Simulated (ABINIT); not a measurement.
Crystal: CdTe.

```xyz
2
Lattice="0.0000 3.2050 3.2050 3.2050 0.0000 3.2050 3.2050 3.2050 0.0000" Properties=species:S:1:pos:R:3 pbc="T T T"
Te    4.8075    4.8075    4.8075
Cd    0.0000    0.0000    0.0000
```

Base run:

* Program: ABINIT 10.8.3 (patched build)
* Functional: LDA
* Potentials or basis: JTH PAW LDA v2.0
* Cutoff: 463 eV
* k mesh: 6 × 6 × 6
* Occupations: fermi-dirac, width 0.05 eV
* Spin: no spin polarisation

Its results: band gap on the k mesh 0.61 eV, direct.

Q: The run is repeated on the same cell with these changes: k mesh from 6 × 6 × 6 to 3 × 3 × 3. What comes out?

A: Band gap on the k mesh 0.56 eV, direct.

Caveats: some runs use coarse meshes; spin-orbit coupling is left out, which moves the levels of the heavy elements; an odd mesh through Γ misses points on the zone boundary, where band edges often lie (some runs).

Not every run made on this cell is shown here.
